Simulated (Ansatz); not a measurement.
# Equation of state of Sb

```xyz
1
Lattice="0.0000 2.3050 2.3050 2.3050 0.0000 2.3050 2.3050 2.3050 0.0000" Properties=species:S:1:pos:R:3 pbc="T T T"
Sb    0.0000    0.0000    0.0000
```

The cell comes from COD entry 9013009, which wasn't checked; take it as a given geometry.

No spin–orbit coupling, which matters for the heavy atoms here.

Methods: DFT, PBE, all-electron LAPW, scalar-relativistic (Ansatz 0.2.0); DFT, PBE, PAW with Ansatz's default frozen-core files, scalar-relativistic (Ansatz 0.2.0).

For LAPW: a Γ-centred 12×12×12 k mesh, Fermi–Dirac smearing of 0.05 eV, basis error target 1 meV/atom, no spin polarisation. PAW takes a cutoff of 420 eV at this cell. The Ansatz runs share mesh, smearing and spin set-up. Plane-wave (PAW) pressures include the program's estimate of the Pulay term.

The cell above is scaled evenly, with fractional coordinates and shape held.

```json
{"V/V(cell)": "0.9400", "V (Å³/atom)": "23.023", "P, LAPW (GPa)": "15.37", "P, PAW (GPa)": "15.37", "free energy over the lowest listed, PAW (meV/atom)": "165.7"}
{"V/V(cell)": "0.9500", "V (Å³/atom)": "23.268", "P, LAPW (GPa)": "14.10", "P, PAW (GPa)": "14.09", "free energy over the lowest listed, PAW (meV/atom)": "143.2"}
{"V/V(cell)": "0.9600", "V (Å³/atom)": "23.513", "P, LAPW (GPa)": "12.90", "P, PAW (GPa)": "12.89", "free energy over the lowest listed, PAW (meV/atom)": "122.5"}
{"V/V(cell)": "0.9750", "V (Å³/atom)": "23.881", "P, LAPW (GPa)": "11.21", "P, PAW (GPa)": "11.21", "free energy over the lowest listed, PAW (meV/atom)": "94.9"}
{"V/V(cell)": "0.9800", "V (Å³/atom)": "24.003", "P, LAPW (GPa)": "10.68", "P, PAW (GPa)": "10.68", "free energy over the lowest listed, PAW (meV/atom)": "86.6"}
{"V/V(cell)": "0.9900", "V (Å³/atom)": "24.248", "P, LAPW (GPa)": "9.67", "P, PAW (GPa)": "9.66", "free energy over the lowest listed, PAW (meV/atom)": "71.0"}
{"V/V(cell)": "1.0000", "V (Å³/atom)": "24.493", "P, LAPW (GPa)": "8.71", "P, PAW (GPa)": "8.71", "free energy over the lowest listed, PAW (meV/atom)": "57.0"}
{"V/V(cell)": "1.0100", "V (Å³/atom)": "24.738", "P, LAPW (GPa)": "7.81", "P, PAW (GPa)": "7.80", "free energy over the lowest listed, PAW (meV/atom)": "44.4"}
{"V/V(cell)": "1.0200", "V (Å³/atom)": "24.983", "P, LAPW (GPa)": "6.96", "P, PAW (GPa)": "6.95", "free energy over the lowest listed, PAW (meV/atom)": "33.1"}
{"V/V(cell)": "1.0250", "V (Å³/atom)": "25.105", "P, LAPW (GPa)": "6.55", "P, PAW (GPa)": "6.55", "free energy over the lowest listed, PAW (meV/atom)": "28.0"}
{"V/V(cell)": "1.0400", "V (Å³/atom)": "25.473", "P, LAPW (GPa)": "5.39", "P, PAW (GPa)": "5.39", "free energy over the lowest listed, PAW (meV/atom)": "14.3"}
{"V/V(cell)": "1.0500", "V (Å³/atom)": "25.718", "P, LAPW (GPa)": "4.67", "P, PAW (GPa)": "4.67", "free energy over the lowest listed, PAW (meV/atom)": "6.6"}
{"V/V(cell)": "1.0600", "V (Å³/atom)": "25.963", "P, LAPW (GPa)": "3.98", "P, PAW (GPa)": "3.98", "free energy over the lowest listed, PAW (meV/atom)": "0.0"}
```
